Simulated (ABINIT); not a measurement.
# MnO2 (P6_3/mmc) in ABINIT: band structure with LDA

Aim: the band structure of MnO2 with LDA.

All numbers are computed with ABINIT 10.8.3 (patched build); they aren't measurements. Logs are shortened: lines on timing, memory, paths and dates and some standing lists are left out, and cuts for length are marked. The log counts tension as positive stress, the text compression.

**1. The structure**

Symmetry: P6_3/mmc, No. 194, hexagonal system. The conventional cell has a = 2.855 Å, b = 2.855 Å, c = 10.222 Å, α = 90.00°, β = 90.00°, γ = 120.00°. Mn (site symmetry -3m) is surrounded by 6 O at 1.90 Å. O (site symmetry 3m) has 3 Mn at 1.90 Å as nearest neighbours.

Measurements of this composition are mostly on another form, of space group No. 136.

**2. Band structure, LDA, collinear spin, ferromagnetic start**

run.abi reads:

```
# Datasets: ground state, then fixed potential
ndtset 2

# Pseudopotentials
pp_dirpath "./"
pseudos "Mn.LDA_PW-JTH.xml, O.LDA_PW-JTH.xml"

# Structure
acell 2.8549554371 2.8549554371 10.2217427273 Angstrom
rprim
     1.0000000000     0.0000000000     0.0000000000
    -0.5000000000     0.8660254038     0.0000000000
     0.0000000000     0.0000000000     1.0000000000
ntypat 2
znucl 25 8
natom 6
typat 1 1 2 2 2 2
xred
     0.0000000000     0.0000000000     0.5000000000
     0.0000000000     0.0000000000     0.0000000000
     0.6666666667     0.3333333333     0.4068564500
     0.6666666667     0.3333333333     0.0931435500
     0.3333333333     0.6666666667     0.5931435500
     0.3333333333     0.6666666667     0.9068564500

# Plane-wave basis
ecut 26.0
pawecutdg 48.0

# Exchange and correlation
ixc 7

# Bands and occupations
occopt 3
tsmear 0.05 eV

# Spin
nsppol 2
spinat
     0.0000000000     0.0000000000     4.0000000000
     0.0000000000     0.0000000000     4.0000000000
     0.0000000000     0.0000000000     0.0000000000
     0.0000000000     0.0000000000     0.0000000000
     0.0000000000     0.0000000000     0.0000000000
     0.0000000000     0.0000000000     0.0000000000

# SCF cycle
nstep 100

# Output
iomode 3
prtwf 0
prteig 0
prtebands 0
enunit 1
prtden1 1
prtvha1 1
prtvclmb1 1
prtpot1 1

# Dataset 1
kptopt1 1
ngkpt1 7 7 2
nshiftk1 1
shiftk1 0.0 0.0 0.0
nband1 35
tolvrs1 1.0e-9

# Dataset 2: bands along G-M-K-G-A-L-H-A
iscf2 -2
getden2 1
nband2 41
nbdbuf2 4
tolwfr2 1.0e-11
kptopt2 -7
ndivsm2 8
prteig2 1
prtvol2 -3
kptbounds2
     0.0000000000     0.0000000000     0.0000000000
     0.5000000000     0.0000000000     0.0000000000
     0.3333333333     0.3333333333     0.0000000000
     0.0000000000     0.0000000000     0.0000000000
     0.0000000000     0.0000000000     0.5000000000
     0.5000000000     0.0000000000     0.5000000000
     0.3333333333     0.3333333333     0.5000000000
     0.0000000000     0.0000000000     0.5000000000
```

Potentials or basis: JTH PAW LDA v2.0.

Run with:

```bash
> abinit run.abi > log 2>&1
```

run.abo:

```text
.Version 10.8.3 of ABINIT
 DATASET    1 : space group P6_3/m m c (#194); Bravais hP (primitive hexag.)
================================================================================
 Values of the parameters that define the memory need for DATASET  1.
     intxc =       0    ionmov =       0      iscf =      17    lmnmax =      18
     lnmax =       6     mgfft =      90  mpssoang =       3    mqgrid =    6025
     natom =       6  nloc_mem =       2    nspden =       2   nspinor =       1
    nsppol =       2      nsym =      24    n1xccc =       1    ntypat =       2
    occopt =       3   xclevel =       1
       mpw =        3092          nfft =       65610          nkpt =          16
 PAW method is used; the additional fine FFT grid is defined by:
   mgfftf=       125    nfftf =    162000
================================================================================
================================================================================

 DATASET    2 : space group P6_3/m m c (#194); Bravais hP (primitive hexag.)
================================================================================
 Values of the parameters that define the memory need for DATASET  2.
     intxc =       0    ionmov =       0      iscf =      -2    lmnmax =      18
     lnmax =       6     mgfft =      90  mpssoang =       3    mqgrid =    6025
     natom =       6  nloc_mem =       2    nspden =       2   nspinor =       1
    nsppol =       2      nsym =      24    n1xccc =       1    ntypat =       2
    occopt =       3   xclevel =       1
       mpw =        3110          nfft =       65610          nkpt =         189
 PAW method is used; the additional fine FFT grid is defined by:
   mgfftf=       125    nfftf =    162000
================================================================================
================================================================================

--------------------------------------------------------------------------------
------------- Echo of variables that govern the present computation ------------
--------------------------------------------------------------------------------
 -outvars: echo values of preprocessed input variables --------
            acell      5.3950838778E+00  5.3950838778E+00  1.9316294284E+01 Bohr
              amu      5.49380500E+01  1.59994000E+01
             ecut      2.60000000E+01 Hartree
           enunit           1
           getden1          0
           getden2          1
             iscf1         17
             iscf2         -2
              ixc           7
           jdtset        1    2
           kptopt1          1
           kptopt2         -7
         kptrlatt        7    0    0      0    7    0      0    0    2
          kptrlen1     3.77655871E+01
          kptrlen2     3.00000000E+01
            natom           6
            nband1         35
            nband2         41
           nbdbuf1          0
           nbdbuf2          4
           ndtset           2
           ndivsm1          0
           ndivsm2          8
            ngfft          27      27      90
          ngfftdg          36      36     125
             nkpt1         16
             nkpt2        189
           nspden           2
           nsppol           2
            nstep         100
             nsym          24
           ntypat           2
           occopt           3
        pawecutdg      4.80000000E+01 Hartree
        prtebands           0
           prteig1          0
           prteig2          1
           prtpot1          1
           prtpot2          0
         prtvclmb1          1
         prtvclmb2          0
[... 319 lines left out ...]
  J.P.Perdew and Y.Wang, PRB 45, 13244 (1992)

 Real(R)+Recip(G) space primitive vectors, cartesian coordinates (Bohr,Bohr^-1):
 R(1)=  5.3950839  0.0000000  0.0000000  G(1)=  0.1853539  0.1070141  0.0000000
 R(2)= -2.6975419  4.6722797  0.0000000  G(2)=  0.0000000  0.2140283  0.0000000
 R(3)=  0.0000000  0.0000000 19.3162943  G(3)=  0.0000000  0.0000000  0.0517698
 Unit cell volume ucvol=  4.8691241E+02 bohr^3
 Angles (23,13,12)=  9.00000000E+01  9.00000000E+01  1.20000000E+02 degrees

 Coarse grid specifications (used for wave-functions):

 getcut: wavevector=  0.0000  0.0000  0.0000  ngfft=  27  27  90
         ecut(hartree)=     26.000   => boxcut(ratio)=   2.02986

 Fine grid specifications (used for densities):

 getcut: wavevector=  0.0000  0.0000  0.0000  ngfft=  36  36 125
         ecut(hartree)=     48.000   => boxcut(ratio)=   2.05832
--------------------------------------------------------------------------------

================================================================================

 SPIN UP channel
 Non-SCF case, kpt    1 (  0.00000  0.00000  0.00000), residuals and eigenvalues=
  2.94E-12  6.49E-12  8.63E-12  7.43E-12  4.38E-12  8.51E-12  6.20E-12  5.48E-12
  2.54E-12  9.10E-12  1.77E-12  2.96E-12  7.84E-13  3.20E-12  1.04E-12  3.91E-12
  4.17E-12  9.51E-12  1.30E-12  2.13E-12  1.45E-12  2.44E-12  1.99E-12  6.15E-12
  2.51E-12  3.58E-12  5.78E-12  8.01E-12  1.59E-12  3.37E-12  4.94E-12  1.93E-12
  4.66E-12  5.69E-12  7.91E-12  2.71E-12  7.81E-12  6.50E-12  3.03E-12  9.80E-12
  5.68E-05
 -2.8888E+00 -2.8888E+00 -1.7504E+00 -1.7504E+00 -1.7504E+00 -1.7504E+00
 -1.7494E+00 -1.7494E+00 -6.3288E-01 -6.3137E-01 -5.5123E-01 -5.4844E-01
 -1.4522E-01 -1.3989E-01 -1.3989E-01 -1.3967E-01 -1.3967E-01 -1.3148E-01
 -4.7053E-03 -8.2609E-04 -8.2609E-04 -7.7340E-04 -7.7340E-04  2.4352E-02
  2.5249E-02  2.5249E-02  2.6122E-02  2.6122E-02  7.4249E-02  8.3191E-02
  1.8457E-01  1.8457E-01  1.8540E-01  1.8540E-01  3.2071E-01  3.8225E-01
  4.0638E-01  4.5384E-01  5.1323E-01  5.4726E-01  7.8885E-01
 Non-SCF case, kpt    2 (  0.01515  0.00000  0.00000), residuals and eigenvalues=
  2.77E-12  8.63E-12  8.55E-12  2.62E-12  5.15E-12  7.42E-12  7.30E-12  9.17E-12
  9.27E-12  4.38E-12  6.77E-12  2.19E-12  3.18E-12  5.56E-12  1.38E-12  4.87E-12
[... 2615 lines left out ...]
 Non-SCF case, kpt  189 (  0.00000  0.00000  0.50000), residuals and eigenvalues=
  6.61E-12  9.47E-12  3.40E-12  7.77E-12  2.99E-12  4.43E-12  9.30E-12  5.11E-12
  1.66E-12  8.33E-12  1.19E-12  4.53E-12  7.24E-13  5.09E-12  7.59E-12  3.29E-12
  1.43E-12  4.95E-12  3.12E-12  1.10E-12  7.48E-12  3.23E-12  4.67E-12  2.66E-12
  1.77E-12  3.11E-12  2.93E-12  8.85E-12  3.93E-12  2.82E-12  1.64E-12  1.74E-12
  3.24E-12  4.98E-12  7.28E-12  5.06E-12  6.86E-12  5.37E-12  7.80E-12  2.05E-12
  1.44E-04
 -2.8888E+00 -2.8888E+00 -1.7504E+00 -1.7504E+00 -1.7504E+00 -1.7504E+00
 -1.7494E+00 -1.7494E+00 -6.3214E-01 -6.3213E-01 -5.4983E-01 -5.4982E-01
 -1.3979E-01 -1.3979E-01 -1.3978E-01 -1.3978E-01 -1.3879E-01 -1.3878E-01
 -8.0313E-04 -8.0313E-04 -7.9697E-04 -7.9697E-04  9.2488E-03  9.2605E-03
  2.5674E-02  2.5674E-02  2.5686E-02  2.5686E-02  7.9605E-02  7.9614E-02
  1.8498E-01  1.8498E-01  1.8499E-01  1.8499E-01  3.4239E-01  3.4239E-01
  4.3979E-01  4.3979E-01  5.2918E-01  5.2918E-01  7.9493E-01

 SPIN DOWN channel
 Non-SCF case, kpt    1 (  0.00000  0.00000  0.00000), residuals and eigenvalues=
  3.79E-12  8.73E-12  9.94E-12  4.77E-12  2.99E-12  4.37E-12  8.27E-12  5.31E-12
  2.08E-12  3.44E-12  8.61E-12  3.60E-12  4.60E-12  2.53E-12  1.45E-12  3.72E-12
  3.97E-12  2.42E-12  6.35E-12  3.07E-12  2.31E-12  8.61E-12  5.75E-12  2.86E-12
  1.17E-12  1.16E-12  5.35E-12  3.74E-12  6.50E-12  6.94E-12  6.05E-12  4.68E-12
  7.76E-12  4.03E-12  2.33E-12  7.59E-12  1.69E-12  2.95E-12  6.58E-12  1.24E-11
  2.79E-04
 -2.7767E+00 -2.7767E+00 -1.6434E+00 -1.6434E+00 -1.6434E+00 -1.6434E+00
 -1.6376E+00 -1.6376E+00 -6.2518E-01 -6.2364E-01 -5.4526E-01 -5.4248E-01
 -1.1618E-01 -1.0509E-01 -1.0509E-01 -1.0478E-01 -1.0478E-01 -9.8421E-02
  1.1565E-03  3.0131E-02  3.0131E-02  3.1012E-02  3.1012E-02  3.1030E-02
  1.0218E-01  1.0218E-01  1.0226E-01  1.0226E-01  1.6243E-01  1.6794E-01
  2.3722E-01  2.3722E-01  2.3803E-01  2.3803E-01  3.3016E-01  3.8964E-01
  4.2352E-01  4.7080E-01  5.2739E-01  5.6056E-01  8.1317E-01
 Non-SCF case, kpt    2 (  0.01515  0.00000  0.00000), residuals and eigenvalues=
  4.15E-12  9.82E-12  1.84E-12  3.49E-12  9.61E-12  9.55E-12  2.21E-12  1.89E-12
  2.66E-12  8.96E-12  1.82E-12  3.50E-12  9.23E-12  1.46E-12  3.92E-12  1.98E-12
[... 2615 lines left out ...]
 Non-SCF case, kpt  189 (  0.00000  0.00000  0.50000), residuals and eigenvalues=
  6.95E-12  3.38E-12  5.38E-12  9.49E-12  4.58E-12  6.15E-12  4.11E-12  2.34E-12
  2.18E-12  2.52E-12  1.98E-12  1.17E-12  4.43E-12  4.64E-12  5.13E-12  6.92E-12
  5.72E-12  3.93E-12  1.05E-12  2.14E-12  7.20E-12  1.82E-12  3.39E-12  9.01E-12
  8.84E-13  4.24E-12  8.56E-12  4.64E-12  5.03E-12  3.36E-12  1.83E-12  1.34E-12
  1.23E-12  1.70E-12  6.56E-13  7.55E-13  4.01E-12  1.43E-12  3.01E-12  2.47E-12
  1.62E-04
 -2.7767E+00 -2.7767E+00 -1.6434E+00 -1.6434E+00 -1.6434E+00 -1.6434E+00
 -1.6376E+00 -1.6376E+00 -6.2443E-01 -6.2442E-01 -5.4387E-01 -5.4385E-01
 -1.0816E-01 -1.0814E-01 -1.0494E-01 -1.0494E-01 -1.0493E-01 -1.0493E-01
  1.6549E-02  1.6560E-02  3.0560E-02  3.0560E-02  3.0573E-02  3.0573E-02
  1.0222E-01  1.0222E-01  1.0223E-01  1.0223E-01  1.6547E-01  1.6548E-01
  2.3762E-01  2.3762E-01  2.3763E-01  2.3763E-01  3.5193E-01  3.5194E-01
  4.5584E-01  4.5584E-01  5.4265E-01  5.4265E-01  8.1624E-01

--- !ResultsGS
iteration_state: {dtset: 2, }
comment   : Summary of ground state results
lattice_vectors:
- [  5.3950839,   0.0000000,   0.0000000, ]
- [ -2.6975419,   4.6722797,   0.0000000, ]
- [  0.0000000,   0.0000000,  19.3162943, ]
lattice_lengths: [   5.39508,    5.39508,   19.31629, ]
lattice_angles: [ 90.000,  90.000, 120.000, ] # degrees, (23, 13, 12)
lattice_volume:   4.8691241E+02
convergence: {deltae:  0.000E+00, res2:  0.000E+00, residm:  1.000E-11, diffor:  0.000E+00, }
etotal    :  -2.74483912E+02
entropy   :   0.00000000E+00
fermie    :   9.31302046E-02
cartesian_stress_tensor: null
pressure_GPa: null
xred      :
- [  0.0000E+00,   0.0000E+00,   5.0000E-01, Mn]
- [  0.0000E+00,   0.0000E+00,   0.0000E+00, Mn]
- [  6.6667E-01,   3.3333E-01,   4.0686E-01,  O]
- [  6.6667E-01,   3.3333E-01,   9.3144E-02,  O]
- [  3.3333E-01,   6.6667E-01,   5.9314E-01,  O]
- [  3.3333E-01,   6.6667E-01,   9.0686E-01,  O]
cartesian_forces: null
force_length_stats: {min: null, max: null, mean: null, }
...

 Integrated electronic and magnetization densities in atomic spheres:
 ------------------------------------------------------------------------------------------------------------
 Radius=ratsph(iatom), smearing ratsm=  0.0000. Diff(up-dn)=approximate z local magnetic moment.
    Atom    Radius    up_density   dn_density  Total(up+dn)  Diff(up-dn)
```

Wall time 29 min (1 thread of Intel Xeon Platinum 8259CL at 2.50GHz (Skylake/Cascade Lake), shared host); peak memory 0.87 GiB.

Results:

```yaml
Free_energy: -7469.0878 eV
Pressure: -7.3 GPa
Largest_force: 0.518 eV/Å
Band_gap_on_the_k_mesh: 0.50 eV, indirect (least direct gap 0.52 eV)
Band_gap_along_the_path: 0.48 eV, indirect (least direct gap 0.52 eV)
Net_moment: 6.00 μB per cell
Site_moments: Mn +2.76; O +0.05 μB
Valence_electrons_inside_the_program's_atomic_spheres: Mn 13.30, 13.31; O 4.50
```

Forces in eV/Å, atoms in the order of the input:
```
Mn   0.000  0.000  0.000
Mn   0.000  0.000  0.000
O    0.000  0.000  0.518
O    0.000  0.000 -0.518
O    0.000  0.000 -0.518
O    0.000  0.000  0.518
```

Stress tensor (GPa, compression positive):
```
-8.23  0.00  0.00
 0.00 -8.23  0.00
 0.00  0.00 -5.55
```

Levels at the corners of the path, in eV from the valence-band top:
Spin up:
```
point  band 27  band 28  band 29  band 30  band 31  band 32  band 33  band 34
    Γ    -1.59    -1.59    -0.28    -0.03     2.73     2.73     2.75     2.75
    M    -1.72    -1.70    -1.01    -0.94     1.92     2.11     2.56     2.59
    K    -0.77    -0.77    -0.66    -0.66     1.85     1.85     1.98     1.98
    Γ    -1.59    -1.59    -0.28    -0.03     2.73     2.73     2.75     2.75
    A    -1.60    -1.60    -0.13    -0.13     2.74     2.74     2.74     2.74
    L    -1.72    -1.72    -0.97    -0.97     2.02     2.02     2.58     2.58
    H    -0.77    -0.77    -0.67    -0.67     1.91     1.91     1.93     1.93
    A    -1.60    -1.60    -0.13    -0.13     2.74     2.74     2.74     2.74
```
Spin down:
```
point  band 21  band 22  band 23  band 24  band 25  band 26  band 27  band 28
    Γ    -1.48    -1.45    -1.45    -1.45     0.48     0.48     0.49     0.49
    M    -2.90    -2.87    -2.26    -1.87     0.78     0.87     1.26     1.26
    K    -2.95    -2.84    -2.75    -2.75     0.83     0.86     1.66     1.66
    Γ    -1.48    -1.45    -1.45    -1.45     0.48     0.48     0.49     0.49
    A    -1.46    -1.46    -1.46    -1.46     0.48     0.48     0.49     0.49
    L    -2.88    -2.88    -2.06    -2.05     0.83     0.83     1.26     1.26
    H    -2.90    -2.90    -2.76    -2.76     0.84     0.84     1.67     1.67
    A    -1.46    -1.46    -1.46    -1.46     0.48     0.48     0.49     0.49
```

Caveat: only a ferromagnetic start was run, and an antiferromagnetic order may lie lower in energy.
